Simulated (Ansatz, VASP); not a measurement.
**In in VASP and in Ansatz**

```
In
1.0
     0.00000    2.23557    2.23557
     2.23557    0.00000    2.23557
     2.23557    2.23557    0.00000
In
1
Direct
  0.00000 0.00000 0.00000
```

Alike in both runs: task single point; functional PBEsol; k mesh 8 × 8 × 8; occupations gaussian, width 0.1 eV; no spin polarisation.

|  | VASP | Ansatz |
| --- | --- | --- |
| version | VASP 6.6.1 | Ansatz 0.2.0 |
| potentials or method | VASP PAW PBE potentials, release 64 (In_d) | scalar-relativistic, plane waves, PAW |
| plane-wave cutoff (eV) | 520 | 420 |
| valence electrons in the cell | 13 | 13 |

```csv
,VASP,Ansatz,Ansatz less VASP
gap on the k mesh at the Fermi level (eV),none,none,-
pressure (GPa),8.8,8.8,-0.01
```

A gap of «none» marks a metal or a gap that the smearing closes.

Caveats: the PAW data sets were made with another functional, which shifts forces and pressure a little (VASP).
